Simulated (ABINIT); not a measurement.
# Beyond one shot: CdS (Hawleyite)

Aim: iterate the self-energy on CdS (Hawleyite) and follow the gap from cycle to cycle.

Calculated with ABINIT 10.8.3; PBE and many-body steps on it, plane waves.

**What was measured.**

- Gap 2.42 eV: optical gap from inflexion point of photoacoustic spectrum, as-grown film; photoacoustic spectroscopy; film (as-grown chemical bath deposited film, about 0.25 um thick, deposited at 80 C) (“Study of the band--gap shift in CdS films: Influence of thermal annealing in different atmospheres”, 1995, arxiv:cond-mat/9501125).

### Step 1. Set-up

The structure is cubic, space group F-43m (No. 216). The conventional cell has a = 5.916 Å, b = 5.916 Å, c = 5.916 Å, α = 90.00°, β = 90.00°, γ = 90.00°. Nearest to Cd lie 4 S at 2.56 Å. Nearest to S lie 4 Cd at 2.56 Å. Farther neighbours and most contacts between anions are not listed.

 The runs that relaxed it are not among those shown.

### Step 2. Empty states on the mesh, 4×4×4 mesh, 162 bands

This step: ABINIT 10.8.3; DFT, PBE, plane waves, norm-conserving pseudopotentials.

The sums over transitions need many empty states on a uniform mesh; this step solves for them.

Input file run.abi:

```
acell 3*1.0 Angstrom
rprim 
  0.000000000000 2.958200000000 2.958200000000
  2.958200000000 0.000000000000 2.958200000000
  2.958200000000 2.958200000000 -0.000000000000
ntypat 2
znucl 48 16
natom 2
typat 1 2
xred 
  0.000000000000 0.000000000000 0.000000000000
  0.250000000000 0.250000000000 0.250000000000
pp_dirpath "pseudos"
pseudos "Cd.upf, S.upf"
ecut 47
ngkpt 4 4 4
nshiftk 1
shiftk 0 0 0
kptopt 1
chksymbreak 0
iscf -2
irdden 1
istwfk *1
nband 162
nbdbuf 14
tolwfr 1e-09
nstep 60
prtvol 0
indata_prefix "in"
outdata_prefix "out"
tmpdata_prefix "tmp"
```

On the command line:

```
OMP_NUM_THREADS=1 mpirun -n 4 abinit run.abi > log
```

Numbers of over 12 decimals in the logs are rounded to 6 here.

The log of the run:

```text
.Version 10.8.3 of ABINIT. v10.8.2 released Aug 2026.

 Symmetries : space group F-4 3 m (#216); Bravais cF (face-center cubic)
[... echo of the input left out ...]
== DATASET  1 ==================================================================
-   mpi_nproc: 4, omp_nthreads: 1 (-1 if OMP is not activated)

--- !DatasetInfo
iteration_state: {dtset: 1, }
dimensions: {natom: 2, nkpt: 8, mband: 162, nsppol: 1, nspinor: 1, nspden: 1, mpw: 5410, }
cutoff_energies: {ecut:  47.0, pawecutdg:  -1.0, }
[...]
3.84087    3.84684    3.92779    3.92779    3.94768    3.94768    3.94768    4.01581
   4.03829    4.03829    4.03830    4.07947    4.07957    4.07982    4.08098    4.08110
   4.08396    4.11069
 prteigrs : prtvol=0 or 1, do not print more k-points.

== END DATASET(S) ==============================================================
================================================================================

 -outvars: echo values of variables after computation  --------
            nband         162
             nkpt           8
          spgroup         216
 [... the other variables as echoed above ...]

 Calculation completed.
```

It took 77 s on 4 MPI ranks of Arm Neoverse V1, shared host; peak memory 0.42 GiB.

This step gave:

| Quantity | Value |
| --- | --- |
| gap | 1.051 eV |
| k of the valence top | 0, 0, 0 |
| k of the conduction bottom | 0, 0, 0 |
| least direct gap | 1.051 eV |
| k points computed | 8 |
| lowest point of the top converged band, above the valence top | 100.8968 eV |

On this mesh the gap is 1.051 eV.

The density comes from a self-consistent run that is not shown.

### Step 3. Screening, 4×4×4 mesh, 148 bands, screening to 163.3 eV

The RPA dielectric matrix is built and inverted for each q.

This step: RPA screening on PBE, plane waves, norm-conserving pseudopotentials.

run.abi, as its differences from that of step 2:

```diff
@@ -20,10 +20,11 @@
 chksymbreak 0
-iscf -2
-irdden 1
 istwfk *1
-nband 162
-nbdbuf 14
-tolwfr 1e-09
-nstep 60
-prtvol 0
+occopt 1
+irdwfk 1
+optdriver 3
+nband 148
+ecuteps 6
+inclvkb 2
+awtr 1
+symchi 1
 indata_prefix "in"
```

The log of the run:

```text
.Version 10.8.3 of ABINIT. v10.8.2 released Aug 2026.

 Symmetries : space group F-4 3 m (#216); Bravais cF (face-center cubic)
[... echo of the input left out ...]
== DATASET  1 ==================================================================
-   mpi_nproc: 4, omp_nthreads: 1 (-1 if OMP is not activated)

--- !DatasetInfo
iteration_state: {dtset: 1, }
dimensions: {natom: 2, nkpt: 8, mband: 148, nsppol: 1, nspinor: 1, nspden: 1, mpw: 5410, }
cutoff_energies: {ecut:  47.0, pawecutdg:  -1.0, }
electrons: {nelect:   2.60000000E+01, charge:   0.00000000E+00, occopt:   1.00000000E+00, tsmear:   1.00000000E-02, }

 SCREENING: Calculation of the susceptibility and dielectric matrices

 Based on a program developped by R.W. Godby, V. Olevano, G. Onida, and L. Reining.
 Incorporated in ABINIT by V. Olevano, G.-M. Rignanese, and M. Torrent.
.Using double precision arithmetic ; gwpc =  8

[... cell and pseudopotentials left out ...]
--------------------------------------------------------------------------------

 ==== K-mesh for the wavefunctions ====
 Number of points in the irreducible wedge :     8
[... list of points left out ...]
 Together with 24 symmetry operations and time-reversal symmetry
 yields    64 points in the full Brillouin Zone.

 ==== Q-mesh for the screening function ====
 Number of points in the irreducible wedge :     8
[... list of points left out ...]
 Together with 24 symmetry operations and time-reversal symmetry
 yields    64 points in the full Brillouin Zone.

 setmesh: FFT mesh size selected  =    36x   36x   36
          total number of points  =        46656

 vcoul_init : cutoff-mode = AUXILIARY_FUNCTION
 q-points for optical limit:   1
     1)      0.000010    0.000020    0.000030

- screening: taking advantage of time-reversal symmetry
- Maximum band index for partially occupied states nbvw = 13
- Remaining bands to be divided among processors   nbcw = 135
- Number of bands treated by each node ~33

 Number of electrons calculated from density =   26.0000; Expected =   26.0000
 average of density, n =  0.074416
 r_s =    1.4749
 omega_plasma =   26.3140 [eV]

 calculating chi0 at frequencies [eV] :
  1    0.000000E+00    0.000000E+00
  2    0.000000E+00    2.631405E+01

--------------------------------------------------------------------------------
  q-point number  1        q = ( 0.000000, 0.000000, 0.000000) [r.l.u.]
--------------------------------------------------------------------------------
[... chi0 elements left out ...]
 For q-point:  0.000010 0.000020 0.000030
  dielectric constant =  12.1283
  dielectric constant without local fields =  12.8600

  Average fulfillment of the sum rule on Im[epsilon] for q-point    1 :     72.31  [%]
[... wings left out ...]
  q-point number  2        q = ( 0.250000, 0.000000, 0.000000) [r.l.u.]
--------------------------------------------------------------------------------
[... chi0 elements left out ...]
  Average fulfillment of the sum rule on Im[epsilon] for q-point    2 :     82.31  [%]

 [... 6 further q-points ...]
```

Wall time 78 s (4 MPI ranks); peak memory 1.6 GiB; 5.2 min of CPU time.

Numbers from this step:

```
ε∞ with local fields, on this mesh, along the program's q direction : 12.13
the same without local fields                                       : 12.86
plasma frequency                                                    : 26.31 eV
plane waves in the screening matrix                                 : 259
```

Local fields lower ε∞ by 6 %. On a Γ-centred mesh this coarse the value itself is usually too large, while a short band sum pulls it down.

### Step 4. G0W0

The self-energy is evaluated for the states that the input lists, and the levels follow from it, in one-shot runs by the linearised quasiparticle equation.

This step: G0W0 on PBE, plane waves, norm-conserving pseudopotentials.

run.abi, as its differences from that of step 3:

```diff
@@ -23,8 +23,15 @@
 irdwfk 1
-optdriver 3
+optdriver 4
 nband 148
+gwcalctyp 0
+ecutsigx 47
+symsigma 1
+nkptgw 1
+kptgw 
+  0.0000000000 0.0000000000 0.0000000000
+bdgw 
+  11 17
 ecuteps 6
-inclvkb 2
-awtr 1
-symchi 1
+irdscr 1
+ppmodel 1
 indata_prefix "in"
```

The log of the run:

```text
.Version 10.8.3 of ABINIT. v10.8.2 released Aug 2026.

 Symmetries : space group F-4 3 m (#216); Bravais cF (face-center cubic)
[... echo of the input left out ...]
== DATASET  1 ==================================================================
-   mpi_nproc: 4, omp_nthreads: 1 (-1 if OMP is not activated)

--- !DatasetInfo
iteration_state: {dtset: 1, }
dimensions: {natom: 2, nkpt: 8, mband: 148, nsppol: 1, nspinor: 1, nspden: 1, mpw: 5410, }
cutoff_energies: {ecut:  47.0, pawecutdg:  -1.0, }
electrons: {nelect:   2.60000000E+01, charge:   0.00000000E+00, occopt:   1.00000000E+00, tsmear:   1.00000000E-02, }

 SIGMA: Calculation of the GW corrections

 Based on a program developped by R.W. Godby, V. Olevano, G. Onida, and L. Reining.
 Incorporated in ABINIT by V. Olevano, G.-M. Rignanese, and M. Torrent.
.Using double precision arithmetic ; gwpc =  8

[... cell and pseudopotentials left out ...]
--------------------------------------------------------------------------------

 ==== K-mesh for the wavefunctions ====
 Number of points in the irreducible wedge :     8
[... list of points left out ...]
 Together with 24 symmetry operations and time-reversal symmetry
 yields    64 points in the full Brillouin Zone.

 ==== Q-mesh for screening function ====
 Number of points in the irreducible wedge :     8
[... list of points left out ...]
 Together with 24 symmetry operations and time-reversal symmetry
 yields    64 points in the full Brillouin Zone.

 vcoul_init : cutoff-mode = AUXILIARY_FUNCTION
 q-points for optical limit:   1
     1)      0.000010    0.000020    0.000030
 setmesh: FFT mesh size selected  =    50x   50x   50
          total number of points  =       125000

 Number of electrons calculated from density =   26.0000; Expected =   26.0000
 average of density, n =  0.074416
 r_s =    1.4749
 omega_plasma =   26.3140 [eV]

 === KS Band Gaps ===
  >>>> For spin  1
   Minimum direct gap =   1.0517 [eV], located at k-point      :   0.0000  0.0000  0.0000
   Fundamental gap    =   1.0517 [eV], Top of valence bands at :   0.0000  0.0000  0.0000
                                       Bottom of conduction at :   0.0000  0.0000  0.0000
 SIGMA fundamental parameters:
 PLASMON POLE MODEL  1
 number of plane-waves for SigmaX                 5329
 number of plane-waves for SigmaC and W            259
 number of plane-waves for wavefunctions          5329
 number of bands                                   148
 number of independent spin polarizations            1
 number of spinorial components                      1
 number of k-points in IBZ                           8
 number of q-points in IBZ                           8
 number of symmetry operations                      24
 number of k-points in BZ                           64
 number of q-points in BZ                           64
 number of frequencies for dSigma/dE                 9
 frequency step for dSigma/dE [eV]                0.25
 number of omega for Sigma on real axis              0
 max omega for Sigma on real axis  [eV]           0.00
 zcut for avoiding poles [eV]                     0.10

 EPSILON^-1 parameters (SCR file):
 dimension of the eps^-1 matrix on file            259
 dimension of the eps^-1 matrix used               259
 number of plane-waves for wavefunctions          5329
 number of bands                                   148
 number of q-points in IBZ                           8
 number of frequencies                               2
 number of real frequencies                          1
 number of imag frequencies                          1

 matrix elements of self-energy operator (all in [eV])

 Perturbative Calculation

--- !SelfEnergy_ee
iteration_state: {dtset: 1, }
kpoint     : [   0.000,    0.000,    0.000, ]
spin       : 1
KS_gap     :    1.052
QP_gap     :    1.981
Delta_QP_KS:    0.929
data: !SigmaeeData |
     Band     E0 <VxcDFT>   SigX SigC(E0)      Z dSigC/dE  Sig(E)    E-E0       E
       11   3.886 -15.122 -18.135   1.995   0.777  -0.287 -15.912  -0.791   3.095
       12   3.886 -15.122 -18.135   1.995   0.777  -0.287 -15.912  -0.791   3.095
       13   3.886 -15.122 -18.135   1.995   0.777  -0.287 -15.912  -0.791   3.095
       14   4.937 -10.572  -6.678  -3.723   0.809  -0.235 -10.434   0.138   5.076
       15  10.422 -10.464  -5.655  -4.359   0.806  -0.241 -10.102   0.362  10.784
       16  10.422 -10.464  -5.655  -4.359   0.806  -0.241 -10.102   0.362  10.784
       17  10.422 -10.464  -5.655  -4.359   0.806  -0.241 -10.102   0.362  10.784

== END DATASET(S) ==============================================================
================================================================================

 -outvars: echo values of variables after computation  --------
           etotal      0.0000000000E+00
            nband         148
             nkpt           8
          spgroup         216
 [... the other variables as echoed above ...]

 Calculation completed.
```

It took 11 s on 4 MPI ranks; peak memory 1.3 GiB; 42 s of CPU time.

Numbers from this step:

```yaml
g0w0_gap_on_the_points_computed: 1.981 eV
starting_gap_on_the_mesh: 1.051 eV
k_of_the_valence_top: 0, 0, 0
k_of_the_conduction_bottom: 0, 0, 0
z_at_the_valence_top: 0.777
z_at_the_conduction_bottom: 0.809
least_direct_g0w0_gap_on_the_computed_points: 1.981 eV
```

The gap on the mesh goes from 1.05 eV to 1.98 eV, a correction of +0.93 eV.

### Step 5. evGW0, cycle 1

This step: evGW0 on PBE, plane waves, norm-conserving pseudopotentials.

run.abi, as its differences from that of step 4:

```diff
@@ -25,10 +25,24 @@
 nband 148
-gwcalctyp 0
+gwcalctyp 10
 ecutsigx 47
 symsigma 1
-nkptgw 1
+nkptgw 8
 kptgw 
   0.0000000000 0.0000000000 0.0000000000
+  0.2500000000 0.0000000000 0.0000000000
+  0.5000000000 0.0000000000 0.0000000000
+  0.2500000000 0.2500000000 0.0000000000
+  0.5000000000 0.2500000000 0.0000000000
+  -0.2500000000 0.2500000000 0.0000000000
+  0.5000000000 0.5000000000 0.0000000000
+  -0.2500000000 0.5000000000 0.2500000000
 bdgw 
-  11 17
+  6 23
+  6 23
+  6 23
+  6 23
+  6 23
+  6 23
+  6 23
+  6 23
 ecuteps 6
```

The log of the run:

```text
.Version 10.8.3 of ABINIT. v10.8.2 released Aug 2026.

 Symmetries : space group F-4 3 m (#216); Bravais cF (face-center cubic)
[... echo of the input left out ...]
== DATASET  1 ==================================================================
-   mpi_nproc: 4, omp_nthreads: 1 (-1 if OMP is not activated)

--- !DatasetInfo
iteration_state: {dtset: 1, }
dimensions: {natom: 2, nkpt: 8, mband: 148, nsppol: 1, nspinor: 1, nspden: 1, mpw: 5410, }
cutoff_energies: {ecut:  47.0, pawecutdg:  -1.0, }
electrons: {nelect:   2.60000000E+01, charge:   0.00000000E+00, occopt:   1.00000000E+00, tsmear:   1.00000000E-02, }

 SIGMA: Calculation of the GW corrections

 Based on a program developped by R.W. Godby, V. Olevano, G. Onida, and L. Reining.
 Incorporated in ABINIT by V. Olevano, G.-M. Rignanese, and M. Torrent.
.Using double precision arithmetic ; gwpc =  8

[... cell and pseudopotentials left out ...]
--------------------------------------------------------------------------------

 ==== K-mesh for the wavefunctions ====
 Number of points in the irreducible wedge :     8
[... list of points left out ...]
 Together with 24 symmetry operations and time-reversal symmetry
 yields    64 points in the full Brillouin Zone.

 ==== Q-mesh for screening function ====
 Number of points in the irreducible wedge :     8
[... list of points left out ...]
 Together with 24 symmetry operations and time-reversal symmetry
 yields    64 points in the full Brillouin Zone.

 vcoul_init : cutoff-mode = AUXILIARY_FUNCTION
 q-points for optical limit:   1
     1)      0.000010    0.000020    0.000030
 setmesh: FFT mesh size selected  =    50x   50x   50
          total number of points  =       125000

 Number of electrons calculated from density =   26.0000; Expected =   26.0000
[...]
spin       : 1
KS_gap     :    5.359
QP_gap     :    6.256
Delta_QP_KS:    0.897
data: !SigmaeeData |
     Band     E_DFT   <VxcDFT>   E(N-1)  <Hhartree>   SigX  SigC[E(N-1)]    Z     dSigC/dE  Sig[E(N)]  DeltaE  E(N)_pert E(N)_diago
[...]
--- !SelfEnergy_ee
iteration_state: {dtset: 1, }
kpoint     : [  -0.250,    0.500,    0.250, ]
spin       : 1
KS_gap     :    7.277
QP_gap     :    8.800
Delta_QP_KS:    1.523
data: !SigmaeeData |
     Band     E_DFT   <VxcDFT>   E(N-1)  <Hhartree>   SigX  SigC[E(N-1)]    Z     dSigC/dE  Sig[E(N)]  DeltaE  E(N)_pert E(N)_diago
[...]
22    19.491    -9.927    19.491    29.419    -3.571    -6.087     0.748    -0.336    -9.725     0.202    19.694    19.762
       23    21.254    -9.942    21.254    31.197    -3.598    -6.326     0.755    -0.324    -9.928     0.014    21.268    21.273

 New Fermi energy :        1.465507E-01 Ha ,    3.987846E+00 eV

 === QP Band Gaps ===
  >>>> For spin  1
   Minimum direct gap =   2.2405 [eV], located at k-point      :   0.0000  0.0000  0.0000
   Fundamental gap    =   2.2405 [eV], Top of valence bands at :   0.0000  0.0000  0.0000
                                       Bottom of conduction at :   0.0000  0.0000  0.0000

 writing QP data on file : out_QPS

 Convergence of QP corrections
 >>>>> For spin  1 <<<<<
.  kptgw no:  1; Maximum DeltaE = (  -9.928  -0.018) for band index:  4
.  kptgw no:  2; Maximum DeltaE = (  -0.105   0.002) for band index:  5
.  kptgw no:  3; Maximum DeltaE = (   0.091   0.002) for band index:  4
[...]
.  kptgw no:  7; Maximum DeltaE = (   0.274   0.000) for band index:  1
.  kptgw no:  8; Maximum DeltaE = (   0.246   0.001) for band index:  4

== END DATASET(S) ==============================================================
================================================================================

 -outvars: echo values of variables after computation  --------
           etotal      0.0000000000E+00
            nband         148
             nkpt           8
          spgroup         216
 [... the other variables as echoed above ...]

 Calculation completed.
```

It took 6.6 min on 4 MPI ranks; peak memory 2.1 GiB.

This step gave:

| Item | Value |
| --- | --- |
| quasiparticle gap on the mesh | 2.240 eV |
| gap of the density functional on the mesh | 1.051 eV |
| k of the valence top | 0, 0, 0 |
| k of the conduction bottom | 0, 0, 0 |
| Z at the valence top | 0.777 |
| Z at the conduction bottom | 0.809 |
| least direct quasiparticle gap on the computed points | 2.240 eV |

Against G0W0 in ABINIT (4×4×4 mesh, 148 bands, screening to 163.3 eV, Godby-Needs plasmon pole), the gap moves by +0.259 eV. This first cycle still uses the starting levels; it takes the full correction, at all points of the mesh, and its linearised value is 1.981 eV.

### Step 6. evGW0, cycle 2

The corrected levels of the last cycle go back in.

run.abi, as its differences from that of step 5:

```diff
@@ -50,2 +50,3 @@
 ppmodel 1
+irdqps 1
 indata_prefix "in"
```

The log of the run:

```text
.Version 10.8.3 of ABINIT. v10.8.2 released Aug 2026.

 Symmetries : space group F-4 3 m (#216); Bravais cF (face-center cubic)
[... echo of the input left out ...]
== DATASET  1 ==================================================================
-   mpi_nproc: 4, omp_nthreads: 1 (-1 if OMP is not activated)

--- !DatasetInfo
iteration_state: {dtset: 1, }
dimensions: {natom: 2, nkpt: 8, mband: 148, nsppol: 1, nspinor: 1, nspden: 1, mpw: 5410, }
cutoff_energies: {ecut:  47.0, pawecutdg:  -1.0, }
[...]
.  kptgw no:  3; Maximum DeltaE = (   0.042   0.000) for band index:  6
[...]
.  kptgw no:  7; Maximum DeltaE = (   0.003   0.000) for band index: 14
.  kptgw no:  8; Maximum DeltaE = (   0.038   0.001) for band index: 10

== END DATASET(S) ==============================================================
================================================================================

 -outvars: echo values of variables after computation  --------
           etotal      0.0000000000E+00
            nband         148
             nkpt           8
          spgroup         216
 [... the other variables as echoed above ...]

 Calculation completed.
```

It took 6.6 min on 4 MPI ranks; peak memory 2.1 GiB.

This step gave:

- quasiparticle gap on the mesh: 2.126 eV
- gap of the density functional on the mesh: 1.051 eV
- k of the valence top: 0, 0, 0
- k of the conduction bottom: 0, 0, 0
- least direct quasiparticle gap on the computed points: 2.126 eV

Against the cycle before, the gap moves by −0.114 eV.

(Continued in part 2 of 3.)

[Paths, hosts, dates, memory and timing lines, banners, echoed tables and standing remarks are left out of the program output.]

[Logs are printed without paths, hosts, clocks, repeated set-up lines and the standing remarks that a program may print on its own settings, such as how far it seeks lower states.]

[Runs of the session that timed out or met a known fault of the program may be left out.]

[Hosts, paths, dates, database ids (printed as entryN), source tags and the programs' standing remarks are cut or masked in the printed files.]

[G0W0 gaps are taken among the corrected bands and points alone; a level outside them can change the order at an edge.]

[Where Ansatz stands beside ABINIT at settings called matched, ABINIT's density can come from a denser mesh and the files from another edition; pairs whose starting gaps differed by over 0.03 eV were left out, so agreement reads better than it is.]
